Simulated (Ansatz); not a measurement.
# CdI₂ (P-3m1) from LDA to hybrids

All numbers come from the PAW code Ansatz. The values are computed, non-magnetic, and not measurements.

CdI₂ (P-3m1) from a database of computed structures, relaxed with r2SCAN+rVV10. It is trigonal, P-3m1 (No. 164); conventional cell a = 4.247 Å, c = 20.692 Å, 35.91 Å³ an atom. Cd has 6 I at 2.99 Å; I has 3 Cd at 2.99 Å.

```
CELL_PARAMETERS angstrom
4.24682 0.00000 0.00000
-2.12341 3.67785 0.00000
0.00000 0.00000 20.69239
ATOMIC_POSITIONS crystal
Cd 0.66667 0.33333 0.33317
Cd 0.33333 0.66667 0.66683
Cd 0.00000 0.00000 0.00000
I 0.33333 0.66667 0.08310
I 0.33333 0.66667 0.41625
I 0.66667 0.33333 0.91690
I 0.66667 0.33333 0.58375
I 0.00000 0.00000 0.25006
I 0.00000 0.00000 0.74994
```

Relaxed lattice by functional, symmetry kept:

| functional | k mesh | a (Å) | c (Å) | volume (Å³/atom) |
| --- | --- | --- | --- | --- |
| PBE-D3(BJ) | 6×6×2 | 4.244 | 20.496 | 35.52 |
| r2SCAN+rVV10 | 6×6×2 | 4.247 | 20.692 | 35.91 |
| PBE-D4 | 6×6×2 | 4.241 | 20.468 | 35.42 |

Gaps on the r2SCAN+rVV10 cell, each the least over its mesh and the special points:

| level | k mesh | gap (eV) | kind | edges | least direct gap (eV) |
| --- | --- | --- | --- | --- | --- |
| LDA | 12×12×2 | 2.01 | indirect | (-1/8, 0, 0.203) → M | 2.16 |
| PBE+SOC | 12×12×2 | 1.90 | indirect | A → M | 2.10 |
| r2SCAN | 12×12×2 | 2.64 | indirect | (-1/8, 0, 0.203) → M | 2.78 |
| HSE06 | 6×6×2 | 3.14 | indirect | (-1/8, 0, 0.203) → M | 3.30 |
| DDH-PBE0 | 6×6×2 | 3.42 | indirect | (-1/8, 0, 0.203) → M | 3.59 |
| PBE0 | 6×6×2 | 3.83 | indirect | (-1/8, 0, 0.203) → M | 3.99 |
| r2SCAN0 | 6×6×2 | 4.10 | indirect | (-1/8, 0, 0.203) → M | 4.27 |

Wave cutoffs: 420 eV, 500 eV (r2SCAN, r2SCAN0).
Points off the special ones are mesh points or PBE's searched band edges, reused at the other levels. PBE's own run along the path (2.21 eV) came before the search for the edges and missed one, so it isn't listed.

With HSE06 the valence top lies at k = (-1/8, 0, 0.203) and the conduction bottom at M, 3.14 eV higher; the smallest vertical gap, at M, is 3.30 eV.

All these functionals give a gap of the same kind, indirect.

PBE (ground state on 6×6×2): ε∞: 5.6 along x and y, 4.6 along z. Born charges, averaged over directions: Cd +2.52, I -1.27 e. The program warns that the response isn't settled on this k mesh.

Only the levels marked +SOC include spin-orbit coupling.

Coordinates of k points refer to the reciprocal vectors of the primitive cell of the runs.

The meshes of the hybrids are coarse, so their gaps aren't converged to the digits shown.
